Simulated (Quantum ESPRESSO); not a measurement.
## Te under changes of volume

One of the cells (31.146 Å³/atom); the others are scaled copies at fixed shape and fractional positions:

```xyz
1
Lattice="2.3059 1.3313 1.6910 -2.3059 1.3313 1.6910 0.0000 -2.6626 1.6910" Properties=species:S:1:pos:R:3 pbc="T T T"
Te    0.0000    0.0000    2.5364
```

This isn't the form of Te at room conditions, which is trigonal, of chains.

| Property | Result |
| --- | --- |
| Program | Quantum ESPRESSO 7.5 |
| Functional | PBE |
| Potentials or basis | SSSP 1.3 efficiency PBE |
| Cutoff | 748 eV |
| Density cutoff | 5987 eV |
| k mesh | 9 × 9 × 9 |
| Occupations | fermi-dirac, width 0.05 eV |
| Spin | no spin polarisation |

```tsv
volume (Å³/atom)	energy over the lowest point (meV/atom)	pressure (GPa)
29.277	62.01	6.7
29.900	38.93	5.1
30.523	21.73	3.7
31.146	?	?
31.769	2.76	1.2
32.392	0.00	0.2
33.015	1.13	-0.7
```

Task: What does the run at 31.146 Å³/atom give?

Result: Energy over the lowest point 9.85 meV/atom; pressure 2.4 GPa.

Worked out: A Birch-Murnaghan fit of order 3 (a polynomial in V^(-2/3)) to the other rows has its minimum at 32.51 Å³/atom with B0 = V·E''(V) = 51 GPa and B' = 4.3 at fixed shape and positions, which overstates the stiffness. It gives 9.85 meV/atom at 31.146 Å³/atom, against the run's 9.85, and -dE/dV = 2.4 GPa, against 2.4.

Energies are extrapolated to zero smearing.
